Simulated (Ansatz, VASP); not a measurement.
**Two plane-wave programs on NaH**

```xyz
2
Lattice="0.0000 2.4400 2.4400 2.4400 0.0000 2.4400 2.4400 2.4400 0.0000" Properties=species:S:1:pos:R:3 pbc="T T T"
Na    0.0000    0.1125    0.0000
H     2.4400    2.4400    2.4400
```

Change from the starting cell: all Na atoms moved +0.113 Å, as atom 1 along Cartesian [0 1 0].

Alike in both runs: task single point; functional LDA; k mesh 8 × 8 × 8; occupations gaussian, width 0.05 eV; no spin polarisation.

|  | VASP | Ansatz |
| --- | --- | --- |
| version | VASP 6.6.1 | Ansatz 0.2.0 |
| potentials or method | VASP PAW LDA potentials, release 64 (Na_pv, H) | scalar-relativistic, plane waves, PAW |
| plane-wave cutoff (eV) | 520 | 420 |
| valence electrons in the cell | 8 | 10 |

```csv
,VASP,Ansatz,Ansatz less VASP
gap on the k mesh at the Fermi level (eV),3.36,3.36,+0.001
least direct gap on the mesh (eV),4.26,4.26,+0.003
pressure (GPa),-2.6,-2.5,+0.06
largest component of the traceless stress (GPa),0.24,0.24,-0.001
rms of the force components (eV/Å),0.047,0.047,-0.0004
```

Atom by atom the forces differ by 0.000 eV/Å (rms over components). The two sets of potentials don't hold the same shells in valence.

A k mesh can miss the band edges.
